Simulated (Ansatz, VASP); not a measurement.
## Two plane-wave programs on GaN

```xyz
2
Lattice="0.0000 2.1633 2.1633 2.1633 0.0000 2.1633 2.1633 2.1633 0.0000" Properties=species:S:1:pos:R:3 pbc="T T T"
Ga    0.0000    0.0000    0.0000
N     2.1633    2.1633    2.1633
```

Change from the starting cell: volume scaled by 1.04.

Alike in both runs: task single point; functional PBE; k mesh 11 × 11 × 11; occupations fermi-dirac, width 0.05 eV; no spin polarisation.

```csv
,VASP,Ansatz
version,VASP 6.6.1,Ansatz 0.2.0
potentials or method,"VASP PAW PBE potentials, release 64 (Ga_d, N)",Ansatz PAW
plane-wave cutoff (eV),520,420
valence electrons in the cell,18,18
```

Ansatz gave:

* gap on the k mesh at the Fermi level (eV): 0.32
* least direct gap on the mesh (eV): 1.90
* pressure (GPa): -7.7

Which values does VASP return?

gap on the k mesh at the Fermi level (eV): 0.31; least direct gap on the mesh (eV): 1.90; pressure (GPa): -7.1.

Caveats: an odd mesh through Γ misses points on the zone boundary, where band edges often lie (VASP); odd divisions of the mesh miss points on the zone boundary, where band edges often lie, so the gap on the mesh can be too wide (Ansatz); the pressure holds a Pulay correction of +0.6 GPa for the finite cutoff (Ansatz).
